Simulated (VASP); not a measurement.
# I: molecular dynamics at constant energy

I, Fmmm (no. 69), 8 atoms in the cell. PBE, molecular dynamics; PAW potentials I (PBE set).

Ensemble: NVE; Starting temperature (K): 1000.

## Input

INCAR:
```
GGA = PE ; PREC = Normal
ENCUT = 200 ; EDIFF = 1E-6
NELMIN = 4 ; NELM = 60
ALGO = Fast ; LREAL = Auto
LASPH = T ; ISMEAR = -1
SIGMA = 0.05 ; ISYM = 0
LWAVE = F ; LCHARG = F
IBRION = 0 ; NSW = 60
POTIM = 4.0 ; TEBEG = 1000
ISIF = 2 ; RANDOM_SEED = 448363 0 0
MDALGO = 1 ; ANDERSEN_PROB = 0.0
KPAR = 2
```

KPOINTS:
```
k-points
0
Monkhorst-Pack
  2 2 2
```

POSCAR:
```
I
1.0
    0.0000000000      4.7312008856      7.8196802648
    4.3844909334      0.0000000000      7.8196802648
    4.3844909334      4.7312008856      0.0000000000
I
8
Direct
    0.0000000000      0.0000000000      0.0000000000
    0.0000000000      0.0000000000      0.5000000000
    0.0000000000      0.5000000000      0.0000000000
    0.0000000000      0.5000000000      0.5000000000
    0.5000000000      0.0000000000      0.0000000000
    0.5000000000      0.0000000000      0.5000000000
    0.5000000000      0.5000000000      0.0000000000
    0.5000000000      0.5000000000      0.5000000000
```

Commands:
```
cat potpaw_PBE.64/I/POTCAR > POTCAR
mpirun -np 2 vasp_std > vasp.out
```

## Result

- Rise of the mean potential energy above the start (meV/atom): 62.4
- Mean temperature (K): 449
- Electronic steps per ionic step after the first: 4.8

Course of the run:

| Time (fs) | Temperature (K) | Potential energy less the first (meV/atom) |
|---|---|---|
| 4 | 1000 | 0.0 |
| 24 | 896 | 11.7 |
| 40 | 705 | 33.4 |
| 60 | 466 | 60.6 |
| 76 | 366 | 71.8 |
| 96 | 370 | 71.4 |
| 112 | 420 | 65.7 |
| 132 | 461 | 61.1 |
| 148 | 450 | 62.2 |
| 168 | 385 | 69.6 |
| 184 | 297 | 79.6 |
| 204 | 189 | 91.8 |
| 220 | 159 | 95.2 |
| 240 | 247 | 85.3 |

The mean temperature lies below the starting 1000 K, since the atoms start on their sites and part of their kinetic energy turns into potential energy.

REPORT:
```
MDALGO =   1
         ANDERSEN_PROB =  0.00000000
               SCALING =       0
                 CNEXP =     9.000   14.000
           RANDOM_SEED =            448363                0                0

   original number of atomic DOF:         21
   number of independent constraints:      0
   number of active DOF:                  21

========================================
         MD step No.       1
========================================

  Atomic velocities initialized by STEP_tb

  >Energies
                    E_tot             E_pot             E_kin               EPS                ES
   e_b>   -0.10035187E+02   -0.10940012E+02    0.90482555E+00    0.00000000E+00    0.00000000E+00

  >Temperature
               T_sim     T_inst
   tmprt>   1000.000   1000.000

  >Thermostat, num. of collisions:                0

           RANDOM_SEED =            448363               96                0

[... steps left out ...]

========================================
         MD step No.      60
========================================

  >Energies
                    E_tot             E_pot             E_kin               EPS                ES
   e_b>   -0.10034224E+02   -0.10257462E+02    0.22323819E+00    0.00000000E+00    0.00000000E+00

  >Temperature
               T_sim     T_inst
   tmprt>   1000.000    246.720

  >Thermostat, num. of collisions:                0

           RANDOM_SEED =            448363             2928                0
```

OSZICAR:
```
N       E                     dE             d eps       ncg     rms          rms(c)
DAV:   1     0.233572232365E+03    0.23357E+03   -0.12387E+04  1056   0.634E+02
DAV:   2     0.619165909947E+01   -0.22738E+03   -0.22354E+03  1393   0.156E+02
DAV:   3    -0.107729636605E+02   -0.16965E+02   -0.16850E+02  1203   0.501E+01
DAV:   4    -0.111638615384E+02   -0.39090E+00   -0.38967E+00  1136   0.916E+00
DAV:   5    -0.111737220899E+02   -0.98606E-02   -0.98560E-02  1190   0.134E+00    0.135E+01
RMM:   6    -0.110039799389E+02    0.16974E+00   -0.14497E-01  1056   0.149E+00    0.826E+00
RMM:   7    -0.109378637132E+02    0.66116E-01   -0.38754E-01  1056   0.256E+00    0.351E-01
RMM:   8    -0.109394242650E+02   -0.15606E-02   -0.32917E-02  1056   0.107E+00    0.102E-01
RMM:   9    -0.109399732192E+02   -0.54895E-03   -0.54740E-03  1065   0.428E-01    0.622E-02
RMM:  10    -0.109400097366E+02   -0.36517E-04   -0.54881E-04  1074   0.128E-01    0.302E-02
RMM:  11    -0.109400126574E+02   -0.29208E-05   -0.11223E-04  1080   0.588E-02    0.168E-02
RMM:  12    -0.109400142595E+02   -0.16021E-05   -0.49943E-05  1056   0.321E-02    0.118E-02
[... left out ...]
     59 T=   217. E= -.10034213E+02 F= -.10230861E+02 E0= -.10208170E+02  EK= 0.19665E+00 SP= 0.00E+00 SK= 0.00E+00
[... last step whole ...]
       N       E                     dE             d eps       ncg     rms          rms(c)
DAV:   1    -0.102574213201E+02   -0.26561E-01   -0.20434E-03  1405   0.113E+00    0.979E-03
RMM:   2    -0.102574573904E+02   -0.36070E-04   -0.36495E-04  1064   0.496E-02    0.122E-02
RMM:   3    -0.102574611013E+02   -0.37109E-05   -0.40705E-05   890   0.194E-02    0.125E-02
RMM:   4    -0.102574620446E+02   -0.94330E-06   -0.10068E-05   722   0.840E-03    0.111E-02
RMM:   5    -0.102574620873E+02   -0.42732E-07   -0.17964E-06   615   0.460E-03
     60 T=   247. E= -.10034224E+02 F= -.10257462E+02 E0= -.10235026E+02  EK= 0.22324E+00 SP= 0.00E+00 SK= 0.00E+00
```

Limits: 240 fs of 8 atoms are too short for converged averages.

VASP 6.6.1 took 569 s on 2 cores (Intel Xeon Platinum 8259CL @ 2.50GHz (Skylake/Cascade Lake)), a shared host.
